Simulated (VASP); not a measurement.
# PtS₂: optical spectrum of independent particles, by functional

PtS₂, P-3m1 (no. 164), 3 atoms in the cell.

| Functional | ε at zero frequency, electronic | Mean energy of the absorption, weighted by Im ε (eV) | Refractive index at 1064 nm | Direct gap on the mesh (eV) | Time (s) |
|---|---|---|---|---|---|
| HSE06 | 11.30 | 5.86 | 3.53 | 2.26 | 285 |
| DDH | 11.65 | 5.71 | 3.62 | 2.09 | 291 |
| HSE03 | 12.14 | 5.68 | 3.71 | 2.07 | 219 |

Limits: The 6×6×4 mesh is coarse for a spectrum: peaks stand apart that a denser mesh merges, and ε at zero frequency can be far too high; spin-orbit coupling is left out, which can matter with atoms this heavy; the pull between electron and hole is left out; ε is the mean of a tensor that differs by direction.

## Input of the first row

INCAR.step1:
```
SYSTEM = PtS2
PREC = Accurate ; ENCUT = 300
ISMEAR = 0 ; SIGMA = 0.02
EDIFF = 1E-5 ; LASPH = .True.
KPAR = 4 ; LWAVE = .True.
LCHARG = .False. ; NBANDS = 31
```

INCAR.step2, as INCAR.step1 but for:
```
- EDIFF = 1E-5
+ EDIFF = 1E-7
+ LOPTICS = .True.
+ ALGO = Normal
+ NEDOS = 2000
+ CSHIFT = 0.1
+ GGA = PE
+ LHFCALC = .True.
+ HFSCREEN = 0.2
+ ISTART = 1
+ PRECFOCK = Fast
```

KPOINTS:
```
k-points
0
Gamma
  6 6 4
```

POSCAR:
```
PtS2
1.0
    3.5432000000      0.0000000000      0.0000000000
   -1.7716000000      3.0685012107      0.0000000000
    0.0000000000      0.0000000000      5.0388000000
Pt S
1 2
Direct
    0.0000000000      0.0000000000      0.0000000000
    0.6666666667      0.3333333333      0.7730000000
    0.3333333333      0.6666666667      0.2270000000
```

Commands (each step's output is kept before the next begins):
```
cat potpaw_PBE.64/Pt/POTCAR potpaw_PBE.64/S/POTCAR > POTCAR
cp INCAR.step1 INCAR
mpirun -np 4 vasp_std > vasp.out
cp INCAR.step2 INCAR
mpirun -np 4 vasp_std > vasp.out
```

Changes of the last row against the first:
```
(step 2)
- HFSCREEN = 0.2
+ HFSCREEN = 0.3
```

VASP 6.6.1 took 285 s on 4 cores (Intel Xeon 6975P-C (Granite Rapids)), a shared host.
